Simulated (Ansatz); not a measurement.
# SnO₂ under pressure: fit and missing row

SnO₂, Pbcn, a = 4.789 Å, b = 5.824 Å, c = 5.306 Å. This isn't the usual stable structure of the compound. Ansatz: PBE, PAW, 420 eV, Γ-centred 6×6×6 mesh on 12 atoms, Gaussian smearing 0.02 eV; no spin polarisation. Cell and atoms are relaxed at each pressure, and no other structure is tried, so the rows at high pressure may lie past a change of phase.

```
V (Å³/atom) P (GPa)
     11.188    20.00
     11.697     9.97
          ?     4.99
     12.187     2.06
     12.333     0.02
     12.490    -2.05
```

Task: Take V0 = 12.333 Å³/atom, count pressures from its P0 = 0.02 GPa, fit the third-order Birch–Murnaghan form to the other rows, and predict the missing volume.

Result: With the Eulerian strain f = ½[(V0/V)^(2/3) − 1] and y = (P − P0)/[3f(1 + 2f)^(5/2)], the form is the line y = B0 + 1.5 B0 (B0′ − 4) f. Rows (f, y): 0.03356, 168.7; 0.01796, 169.1; 0.00399, 167.1; -0.00420, 167.8. Means f = 0.01283, y = 168.18; Σ(Δf)² = 0.0008242, ΣΔfΔy = 0.03152; the slope is their ratio. y = 167.7 + 38.24 f GPa, so B0 = 167.7 GPa and B0′ = 4 + 2 × (38.24)/(3 × 167.7) = 4.15. P = 4.99 GPa is met at f = 0.00941 (y = 168.06), so V = V0 (1 + 2f)^(−3/2) = 11.993 Å³/atom. The run gave 11.993 Å³/atom, the same to the digits shown.